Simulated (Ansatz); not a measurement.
The calculation used DFT PBE, scalar-relativistic, plane waves, PAW in Ansatz 0.2.0. Settings: cutoff 420 eV, Γ-centred meshes spaced at most about 0.3 Å⁻¹, and about 0.25 Å⁻¹ or finer for metals (2π included), Gaussian smearing. No spin polarisation in the final relaxations.

All energies are static (0 K, no zero-point motion).

Two relaxed structures of InGa₂P₃:

A.

Space group I-4m2 (No. 119). a = 3.989 Å, b = 3.989 Å, c = 17.069 Å, α = 90.00°, β = 90.00°, γ = 90.00°
```
atom  site  symmetry       x       y       z
  In    2a      -4m2  0.0000  0.0000  0.0000
  Ga    4e      2mm.  0.5000  0.5000  0.1709
   P    4f      2mm.  0.0000  0.5000  0.4074
   P    2d      -4m2  0.5000  0.0000  0.2500
```

B.

Space group I4/mmm (No. 139). a = 3.758 Å, b = 3.758 Å, c = 15.842 Å, α = 90.00°, β = 90.00°, γ = 90.00°
```
atom  site  symmetry       x       y       z
  In    2b     4/mmm  0.5000  0.5000  0.0000
  Ga    4e       4mm  0.5000  0.5000  0.3324
   P    2a     4/mmm  0.0000  0.0000  0.0000
   P    4e       4mm  0.5000  0.5000  0.1722
```

Problem. Which is lower in energy, and by how much?

Solution. A is lower, by 0.37 eV/atom. A has In and Ga ordered on zinc blende sites, space group I-4m2 (No. 119), 22.6 Å³/atom and a gap of 0.99 eV on its mesh; B has In and Ga ordered on rock salt sites, space group I4/mmm (No. 139), 18.6 Å³/atom and no gap. Counting P atoms around Ga and In (those within 1.25 times the shortest such distance or 1.15 times the sum of covalent radii), A has In 4, Ga 4 and B has In 6, Ga 6. The lower one is the more open, so pressure narrows the difference. In A, around In lie 4 P at 2.54 Å; Ga has 4 P at 2.40–2.41 Å; around P on a site of symmetry 2mm lie 2 Ga at 2.40 Å and 2 In at 2.54 Å; 1 more site not described. In B, In is surrounded by 6 P at 2.66–2.73 Å; Ga is surrounded by 6 P at 2.54–2.66 Å; P on a site of symmetry 4/mmm is surrounded by 2 Ga at 2.66 Å and 4 In at 2.66 Å; 1 more site not described. Both come from invented guesses.

Kohn–Sham gaps at this level usually fall short of measured ones. Cells relaxed within their symmetry can be saddle points.
